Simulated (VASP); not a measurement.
# BN (Fmm2) in VASP: further runs

Runs on BN. Level: PBEsol. Tasks: single point, relaxation of cell and atoms.

Everything below comes from runs of VASP 6.6.1. Logs are shortened: lines on timing, memory, paths and dates and some standing lists are left out, and cuts for length are marked.

## 1. The structure

It takes space group Fmm2 (No. 42, orthorhombic). Conventional cell: a = 2.508 Å, b = 6.679 Å, c = 4.338 Å, α = 90.00°, β = 90.00°, γ = 90.00°. B (site symmetry mm2) has 3 N at 1.45 Å as nearest neighbours. Around N (site symmetry mm2) lie 3 B at 1.45 Å.

Measurements of this composition are mostly on another form, of space group No. 194.

## 2. Single point, PBEsol (relaxed again under DFT PBEsol, scalar-relativistic, plane waves, PAW)

INCAR reads:

```
SYSTEM = BN
PREC = Accurate
ENCUT = 520
EDIFF = 1E-6
ISMEAR = 0
SIGMA = 0.02
LREAL = .False.
LASPH = .True.
NELM = 100
ALGO = Normal
ISIF = 2
LWAVE = .False.
LCHARG = .False.
GGA = PS
NBANDS = 11
```

KPOINTS reads:

```
Automatic mesh
0
Gamma
  12 12 12
  0 0 0
```

POSCAR reads:

```
BN
1.0
    0.0000000000      3.5543761743      2.1677813354
    1.2524717574      0.0000000000      2.1677813354
    1.2524717574      3.5543761743      0.0000000000
B N
1 1
Direct
    0.0000679510      0.0000679510      0.9999320490
    0.6666320390      0.6666320390      0.3333679610
```

Potentials or basis: VASP PAW PBE potentials, release 64 (B, N).

The run is started by

```sh
cat potpaw_PBE.64/B/POTCAR potpaw_PBE.64/N/POTCAR > POTCAR
mpirun -np 1 vasp_std > vasp.out
```

OUTCAR:

```text
SYSTEM = BN
   PREC = Accurate
   ENCUT = 520
   EDIFF = 1E-6
   ISMEAR = 0
   LREAL = .False.
   LASPH = .True.
   NELM = 100
   ISIF = 2
   GGA = PS

 ion  position               nearest neighbor table
   1  0.000  0.000  1.000-   2 1.45   2 1.45   2 1.45
   2  0.667  0.667  0.333-   1 1.45   1 1.45   1 1.45

  LATTYP: Found a face centered orthorhombic cell.
 ALAT       =     2.5049435148
 B/A-ratio  =     1.7308025691
 C/A-ratio  =     2.8378892804

  Lattice vectors:

 A1 = (   0.0000000000,   3.5543761743,   2.1677813354)
 A2 = (  -1.2524717574,   3.5543761743,   0.0000000000)
 A3 = (  -1.2524717574,   0.0000000000,   2.1677813354)

Analysis of symmetry for initial positions (statically):
=====================================================================
 Subroutine PRICEL returns:
 Original cell was already a primitive cell.

 Routine SETGRP: Setting up the symmetry group for a
 face centered orthorhombic supercell.

 Subroutine GETGRP returns: Found  4 space group operations
 (whereof  4 operations were pure point group operations)
 out of a pool of  8 trial point group operations.

The static configuration has the point symmetry C_2v.

Analysis of symmetry for dynamics (positions and initial velocities):
=====================================================================
 Subroutine PRICEL returns:
 Original cell was already a primitive cell.

 Routine SETGRP: Setting up the symmetry group for a
 face centered orthorhombic supercell.

 Subroutine GETGRP returns: Found  4 space group operations
 (whereof  4 operations were pure point group operations)
 out of a pool of  8 trial point group operations.

The dynamic configuration has the point symmetry C_2v.

 Subroutine INISYM returns: Found  4 space group operations
 (whereof  4 operations are pure point group operations),
 and found     1 'primitive' translations

----------------------------------------------------------------------------------------

                                     Primitive cell

  volume of cell :      19.3009

  direct lattice vectors                    reciprocal lattice vectors
     0.000000000  3.554376174  2.167781335    -0.399210599  0.140671661  0.230650570
     1.252471757  0.000000000  2.167781335     0.399210599 -0.140671661  0.230650570
     1.252471757  3.554376174  0.000000000     0.399210599  0.140671661 -0.230650570

  length of vectors
     4.163275862  2.503589707  3.768590651     0.482034546  0.482034546  0.482034546

  position of ions in fractional coordinates (direct lattice)
     0.000067951  0.000067951  0.999932049
     0.666632039  0.666632039  0.333367961

  ion indices of the primitive-cell ions
   primitive index   ion index
                 1           1
                 2           2

----------------------------------------------------------------------------------------

 KPOINTS: Automatic mesh

Automatic generation of k-mesh.
 Grid dimensions read from file:
 generate k-points for:   12   12   12

 Generating k-lattice:

  Cartesian coordinates                     Fractional coordinates (reciprocal lattice)
    -0.033267550  0.011722638  0.019220881     0.083333333 -0.000000000  0.000000000
     0.033267550 -0.011722638  0.019220881    -0.000000000  0.083333333  0.000000000
     0.033267550  0.011722638 -0.019220881     0.000000000  0.000000000  0.083333333

  Length of vectors
     0.040169545  0.040169545  0.040169545

  Shift w.r.t. Gamma in fractional coordinates (k-lattice)
     0.000000000  0.000000000  0.000000000

 Subroutine IBZKPT returns following result:
 ===========================================

 Found    280 irreducible k-points:

 Following reciprocal coordinates:
            Coordinates               Weight
  0.000000  0.000000  0.000000      1.000000
  0.083333 -0.000000 -0.000000      8.000000
  0.166667  0.000000  0.000000      8.000000
  0.250000  0.000000 -0.000000      8.000000
  0.333333 -0.000000 -0.000000      8.000000
  0.416667  0.000000  0.000000      8.000000
[... 16 lines left out ...]
  0.500000  0.166667 -0.000000      8.000000
 -0.416667  0.166667 -0.000000      8.000000
 [... further k-points ...]
   k-points           NKPTS =    280   k-points in BZ     NKDIM =    280   number of bands    NBANDS=     11
   number of dos      NEDOS =    301   number of ions     NIONS =      2
   total plane-waves  NPLWV =  17920
   dimension x,y,z NGX =    32 NGY =   20 NGZ =   28
   dimension x,y,z NGXF=    64 NGYF=   40 NGZF=   56
   ions per type =               1   1
   NGX,Y,Z   is equivalent  to a cutoff of  12.78, 13.28, 12.35 a.u.
   NGXF,Y,Z  is equivalent  to a cutoff of  25.56, 26.56, 24.70 a.u.
 SYSTEM =  BN
   PREC   = accura    normal or accurate (medium, high low for compatibility)
   ISTART =      0    job   : 0-new  1-cont  2-samecut
   ICHARG =      2    charge: 1-file 2-atom 10-const
   ISPIN  =      1    spin polarized calculation?
   LNONCOLLINEAR =      F non collinear calculations
   LSORBIT =      F    spin-orbit coupling
   LASPH  =      T    aspherical Exc in radial PAW
   ENCUT  =  520.0 eV  38.22 Ry    6.18 a.u.   7.74  4.66  7.01*2*pi/ulx,y,z
   NELM   =    100;   NELMIN=  2; NELMDL= -5     # of ELM steps
   EDIFF  = 0.1E-05   stopping-criterion for ELM
   LREAL  =      F    real-space projection
   EDIFFG = 0.1E-04   stopping-criterion for IOM
   NSW    =      0    number of steps for IOM
   IBRION =     -1    ionic relax: 0-MD 1-quasi-New 2-CG
   NFREE  =      0    steps in history (QN), initial steepest desc. (CG)
   ISIF   =      2    stress and relaxation
   ISYM   =      2    0-nonsym 1-usesym 2-fastsym
   POTIM  = 0.5000    time-step for ionic-motion
   TEBEG  =    0.0;   TEEND  =   0.0 temperature during run
   PSTRESS=    0.0 pullay stress
   NELECT =       8.0000    total number of electrons
   NUPDOWN=      -1.0000    fix difference up-down
   EMIN   =  10.00;   EMAX   =-10.00  energy-range for DOS
   EFERMI =   0.00;   METHOD = LEGACY
   ISMEAR =     0;   SIGMA  =   0.02  broadening in eV -4-tet -1-fermi 0-gaus
   EFERMI_NEDOS =   21; number of points for ismear=-14 and -15
   IALGO  =     38    algorithm
   IMIX   =      4    mixing-type and parameters
     AMIX     =   0.40;   BMIX     =  1.00
     AMIX_MAG =   1.60;   BMIX_MAG =  1.00
  volume/ion in A,a.u.               =       9.65        65.12
  Fermi-wavevector in a.u.,A,eV,Ry     =   1.220616  2.306631 20.271382  1.489905
  Thomas-Fermi vector in A             =   2.355828
   LORBIT       =      0    0 simple, 1 ext, 2 COOP (PROOUT), +10 PAW based schemes
   GGA     = PS    functional components
   LHFCALC =     F    Hartree Fock is set to
   AEXX    =    0.0000 exact exchange contribution
   IVDW    =     0    specifies the selected vdW correction
   LEPSILON=     F    determine dielectric tensor
   LRPA    =     F    only Hartree local field effects (RPA)
 non-spin polarized calculation
 Gauss-broadening in eV      SIGMA  =   0.02
  energy-cutoff  :      520.00
  volume of cell :       19.30
 maximum number of plane-waves:       535
   NGX = 15   NGY =  9   NGZ = 13

 number of electron       8.0000000 magnetization

 Free energy of the ion-electron system (eV)
  ---------------------------------------------------
  ext. energy  EPLUGINS =         0.00000000
  ---------------------------------------------------
  free energy    TOTEN  =       -18.28374131 eV

  energy without entropy =      -18.28374131  energy(sigma->0) =      -18.28374131

 E-fermi :   1.8857     XC(G=0):  -9.8449

 val. band max:        1.7581895425   @ k =   0.5000  -0.3333   0.1667
 cond. band min:       5.5594872663   @ k =   0.0000   0.5000   0.5000
 fundamental gap:      3.8012977238
 Fermi energy:         1.8856934000

 k-point     1 :       0.0000    0.0000    0.0000
  band No.  band energies     occupation
      1     -16.0411      2.00000
      2      -2.8124      2.00000
      3       0.3655      2.00000
      4       0.3666      2.00000
      5       6.3640      0.00000
      6      13.2101      0.00000
      7      13.2693      0.00000
      8      14.6390      0.00000
      9      16.0606      0.00000
     10      27.0690      0.00000
     11      27.8311      0.00000

 k-point     2 :       0.0833   -0.0000   -0.0000
  band No.  band energies     occupation
      1     -15.9028      2.00000
      2      -2.6738      2.00000
      3      -0.1986      2.00000
      4       0.1052      2.00000
      5       6.6748      0.00000
      6      13.1626      0.00000
      7      13.8203      0.00000
      8      14.1633      0.00000
      9      16.5154      0.00000
     10      26.4682      0.00000
     11      27.4742      0.00000

 k-point     3 :       0.1667    0.0000    0.0000
  band No.  band energies     occupation
      1     -15.4953      2.00000
      2      -2.2632      2.00000
      3      -1.6086      2.00000
      4      -0.5284      2.00000
      5       7.5026      0.00000
      6      12.8489      0.00000
      7      13.0089      0.00000
      8      15.4332      0.00000
      9      17.6164      0.00000
     10      23.8925      0.00000
     11      27.9738      0.00000

 k-point     4 :       0.2500    0.0000   -0.0000
  band No.  band energies     occupation
      1     -14.8473      2.00000
      2      -3.4075      2.00000
      3      -1.5704      2.00000
      4      -1.2616      2.00000
      5       8.6124      0.00000
      6      11.1734      0.00000
      7      12.8232      0.00000
      8      17.7092      0.00000
      9      18.9116      0.00000
     10      21.7013      0.00000
     11      26.6371      0.00000

 k-point     5 :       0.3333   -0.0000   -0.0000
  band No.  band energies     occupation
      1     -14.0296      2.00000
      2      -5.1927      2.00000
      3      -1.8909      2.00000
      4      -0.6717      2.00000
      5       8.5523      0.00000
      6      10.6313      0.00000
      7      12.9121      0.00000
      8      19.3340      0.00000
      9      20.2519      0.00000
     10      20.7428      0.00000
     11      25.5625      0.00000
[... 211 lines left out ...]
 k-point    21 :       0.3333    0.1667    0.0000
  band No.  band energies     occupation
      1     -14.4923      2.00000
      2      -3.8494      2.00000
      3      -2.2399      2.00000
      4      -0.9769      2.00000
      5       9.0127      0.00000
      6      10.6092      0.00000
      7      14.0040      0.00000
      8      16.3751      0.00000
      9      20.0511      0.00000
     10      20.8750      0.00000
     11      25.9310      0.00000

 k-point    22 :       0.4167    0.1667   -0.0000
  band No.  band energies     occupation
      1     -13.7117      2.00000
      2      -5.2005      2.00000
      3      -3.1175      2.00000
      4      -0.1023      2.00000
      5       8.5156      0.00000
      6      10.9363      0.00000
      7      14.3768      0.00000
      8      17.3548      0.00000
      9      18.4510      0.00000
     10      22.3284      0.00000
     11      25.0736      0.00000

 k-point    23 :       0.5000    0.1667   -0.0000
  band No.  band energies     occupation
      1     -12.9517      2.00000
      2      -6.4005      2.00000
      3      -3.6399      2.00000
      4       0.7607      2.00000
      5       7.0670      0.00000
      6      12.4148      0.00000
      7      14.6072      0.00000
      8      16.7735      0.00000
      9      19.3813      0.00000
     10      22.7300      0.00000
     11      23.8920      0.00000

 k-point    24 :      -0.4167    0.1667   -0.0000
  band No.  band energies     occupation
      1     -12.5930      2.00000
      2      -6.9180      2.00000
      3      -3.8070      2.00000
      4       1.1139      2.00000
      5       6.4165      0.00000
      6      13.1509      0.00000
      7      14.9544      0.00000
      8      16.5589      0.00000
      9      19.7588      0.00000
     10      22.0871      0.00000
     11      23.7360      0.00000

 [... further k-points ...]
[... 5 lines left out ...]
  --------------------------------------------------------------------------------------
  -------------------------------------------------------------------------------------
  Total        0.0582591     -0.0118982      0.0585278      0.0000000      0.0000000      0.0000000
  in kB        4.8361240     -0.9876778      4.8584272      0.0000000      0.0000000      0.0000000
  external PRESSURE =       2.9022911 kB  Pullay stress =       0.0000000 kB

 VOLUME and BASIS-vectors are now :
 -----------------------------------------------------------------------------
  energy-cutoff  :      520.00
  volume of cell :       19.30
      direct lattice vectors                 reciprocal lattice vectors
     0.000000000  3.554376174  2.167781335    -0.399210599  0.140671661  0.230650570
     1.252471757  0.000000000  2.167781335     0.399210599 -0.140671661  0.230650570
     1.252471757  3.554376174  0.000000000     0.399210599  0.140671661 -0.230650570

 POSITION                                       TOTAL-FORCE (eV/Angst)
 -----------------------------------------------------------------------------------
      1.25247      3.55438      0.00029         0.000000      0.000000      0.000123
      1.25247      3.55438      2.89022         0.000000      0.000000     -0.000123
 -----------------------------------------------------------------------------------
    total drift:                                0.000004      0.000004     -0.000058

  FREE ENERGIE OF THE ION-ELECTRON SYSTEM (eV)
  ---------------------------------------------------
  free  energy   TOTEN  =       -18.2837413096 eV

  energy  without entropy=      -18.2837413096  energy(sigma->0) =      -18.28374131
```

It took 53 s on 1 thread of AMD EPYC 7R13 (Zen 3), shared host; peak memory 0.15 GiB.

Results:

```
Free energy            : -18.2837 eV
Pressure               : 0.3 GPa
Band gap on the k mesh : 3.80 eV, indirect (least direct gap 4.49 eV)
```

Caveat: the PAW data sets were made with another functional, which shifts forces and pressure a little. A k mesh can miss the band edges.

## 3. Relaxation of cell and atoms, PBEsol

INCAR reads:

```
SYSTEM = BN
ALGO = Fast ; EDIFF = 1E-6
EDIFFG = -0.005 ; ENCUT = 600
GGA = PS ; IBRION = 2
ISIF = 3 ; ISMEAR = 0
LASPH = .TRUE. ; LCHARG = .FALSE.
LREAL = .FALSE. ; LWAVE = .FALSE.
NELM = 100 ; NSW = 70
PREC = Accurate ; SIGMA = 0.02
```

KPOINTS reads:

```
k-points
0
G
  12 12 12
  0 0 0
```

POSCAR reads:

```
BN
1.0
    0.0000000000      3.3394821895      2.1688319106
    1.2538424675      0.0000000000      2.1688319106
    1.2538424675      3.3394821895      0.0000000000
B N
1 1
Direct
    0.0001068737      0.0001068737      0.9998931263
    0.6665931163      0.6665931163      0.3334068837
```

Potentials or basis: VASP PAW PBE potentials, release 64 (B, N).

The run is started by

```sh
cat potpaw_PBE.64/B/POTCAR potpaw_PBE.64/N/POTCAR > POTCAR
mpirun -np 1 vasp_std > vasp.out
```

Run time: 9 min. Hardware: 1 thread of AMD EPYC 7R13 (Zen 3), shared host; peak memory 0.17 GiB.

It converged, with:

- Free energy: -18.2857 eV
- Relaxed volume: 9.54 Å³/atom
- Relaxed cell: a = 4.129 Å, b = 2.504 Å, c = 3.730 Å, α = 80.33°, β = 36.72°, γ = 62.95°
- Space group after relaxing (to 0.05 Å): Fmm2 (No. 42)
- Energy gained by relaxing: 0.9 meV/atom
- Ionic steps: 38
- Pressure after relaxing: 0.0 GPa
- Largest force after relaxing: 0.004 eV/Å
- Band gap on the k mesh: 3.76 eV, indirect (least direct gap 4.49 eV)

Forces in eV/Å, atoms in the order of the input:
```
B    0.000  0.000 -0.004
N    0.000  0.000  0.004
```

Stress tensor (GPa, compression positive):
```
 0.08  0.00  0.00
 0.00 -0.07  0.00
 0.00  0.00  0.08
```

The path:
```
step  energy change (eV)  largest force (eV/Å)  pressure (GPa)  volume (Å³)
   1              0.0000                0.0011           -0.06        18.16
   2             -0.0001                0.0033            0.87        18.15
   3             -0.0001                0.0022            0.63        18.16
   4             -0.0003                0.0003            0.53        18.20
   5             -0.0007                0.0054            0.27        18.31
   6             -0.0013                0.0169           -0.18        18.55
   7             -0.0015                0.0400           -1.02        19.04
   8             -0.0016                0.0317           -0.93        19.06
   9             -0.0017                0.0080           -0.61        19.12
  10             -0.0017                0.0397            0.02        19.25
  11             -0.0018                0.0129           -0.31        19.18
  12             -0.0018                0.0163           -0.27        19.19
  13             -0.0018                0.0067           -0.23        19.18
  14             -0.0018                0.0226           -0.04        19.15
  15             -0.0018                0.0180           -0.07        19.15
  16             -0.0018                0.0104           -0.01        19.14
  17             -0.0018                0.0035            0.10        19.13
  18             -0.0018                0.0005            0.08        19.13
  19             -0.0018                0.0052            0.04        19.14
  20             -0.0018                0.0044            0.04        19.14
  21             -0.0018                0.0028            0.04        19.13
  22             -0.0018                0.0018            0.06        19.13
  23             -0.0018                0.0036            0.04        19.13
  24             -0.0018                0.0147           -0.01        19.13
  25             -0.0018                0.0132           -0.02        19.12
  26             -0.0018                0.0082           -0.08        19.12
  27             -0.0018                0.0017           -0.19        19.11
  28             -0.0018                0.0047           -0.12        19.12
  29             -0.0018                0.0002           -0.09        19.11
  30             -0.0018                0.0159           -0.01        19.10
  31             -0.0018                0.0111           -0.02        19.10
  32             -0.0018                0.0059           -0.05        19.11
  33             -0.0018                0.0073           -0.06        19.11
  34             -0.0018                0.0090           -0.05        19.10
  35             -0.0018                0.0099           -0.04        19.10
  36             -0.0018                0.0055            0.01        19.10
  37             -0.0018                0.0006            0.05        19.09
  38             -0.0018                0.0045            0.03        19.09
```

Final structure:
```yaml
crystal:
  lattice:
    - [0.00000, 3.51360, 2.16818]
    - [1.25285, 0.00000, 2.16818]
    - [1.25285, 3.51360, 0.00000]
  atoms:
    - { symbol: B, position: [0.00009, 0.00009, 0.99991] }
    - { symbol: N, position: [0.66661, 0.66661, 0.33339] }
```

Levels at points of the mesh, in eV from the valence-band top:
```tsv
k point	band 1	band 2	band 3	band 4	band 5	band 6	band 7	band 8
(0.00, 0.00, 0.00)	-17.81	-4.52	-1.40	-1.40	4.65	11.44	11.51	12.90
(0.50, 0.00, 0.00)	-14.60	-8.99	-4.21	-1.02	4.54	9.72	13.09	15.37
(0.50, 0.50, 0.00)	-14.64	-9.08	-4.20	-0.53	5.69	9.29	11.99	13.52
(0.50, 0.00, 0.50)	-17.61	-6.15	-1.42	-1.39	9.37	11.40	11.46	11.80
(0.00, 0.50, 0.50)	-14.54	-8.90	-4.24	-1.46	3.76	9.80	14.26	18.29
```

Caveat: the PAW data sets were made with another functional, which shifts forces and pressure a little.
